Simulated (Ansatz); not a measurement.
# CuCl2 in Ansatz: the effect of functional

The system is CuCl2.

```
Cu Cl
1.0
    -2.26979    2.26979    6.90533
     2.26979   -2.26979    6.90533
     2.26979    2.26979   -6.90533
Cu Cl
1 2
Direct
  0.00000 0.00000 0.00000
  0.00000 0.50000 0.50000
  0.50000 0.00000 0.50000
```

Measurements of this composition are mostly on another form, of space group No. 12.

The cell isn't the ideal one: volume scaled by 1.02.

Alike in all runs:

| Item | Value |
| --- | --- |
| Program | Ansatz 0.2.0 |
| Task | single point |
| Potentials or basis | Ansatz PAW |
| k mesh | 8 × 8 × 8 |
| Occupations | fermi-dirac, width 0.05 eV |
| Spin | no spin polarisation |

| functional | cutoff | pressure (GPa) |
| --- | --- | --- |
| LDA | 420 eV (not typed: the program's choice for these potentials) | -2.2 |
| PBEsol | 420 eV (not typed: the program's choice for these potentials) | ? |
| r2SCAN | 500 eV (not typed: the program's choice for these potentials) | -0.7 |

Q: What does the run with functional PBEsol give?

A: Pressure -1.3 GPa.

Caveats: an odd number of electrons without spin polarisation forces a metal; a magnetic or distorted state may lie lower; the run has no spin polarisation, though such a crystal can be magnetic; the PAW data sets come from PBE, with cores solved anew for the run's functional, which leaves a small shift of forces and pressure.

Runs at the PBE level aren't shown here.
